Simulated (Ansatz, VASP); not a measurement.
**SiC in VASP and in Ansatz**

```
Si C
1.0
     0.01448    2.15736    2.14289
     2.15736    0.01448    2.14289
     2.17184    2.17184    0.00000
Si C
1 1
Direct
  0.00037 0.00037 0.99963
  0.24963 0.24963 0.25037
```

Change from the starting cell: strained cell.

Alike in both runs: task relaxation of the atoms; functional LDA; k mesh 10 × 10 × 10; occupations gaussian, width 0.02 eV; no spin polarisation.

|  | VASP | Ansatz |
| --- | --- | --- |
| version | VASP 6.6.1 | Ansatz 0.2.0 |
| potentials or method | VASP PAW LDA potentials, release 64 (Si, C) | scalar-relativistic, plane waves, PAW |
| plane-wave cutoff (eV) | 520 | 420 |
| valence electrons in the cell | 8 | 8 |

|  | VASP | Ansatz | Ansatz less VASP |
| --- | --- | --- | --- |
| gap on the k mesh at the Fermi level, each at its own relaxed structure (eV) | 1.16 | 1.18 | +0.014 |

Ansatz warned: «pseudo_functional_mismatch».

A k mesh can miss the band edges.
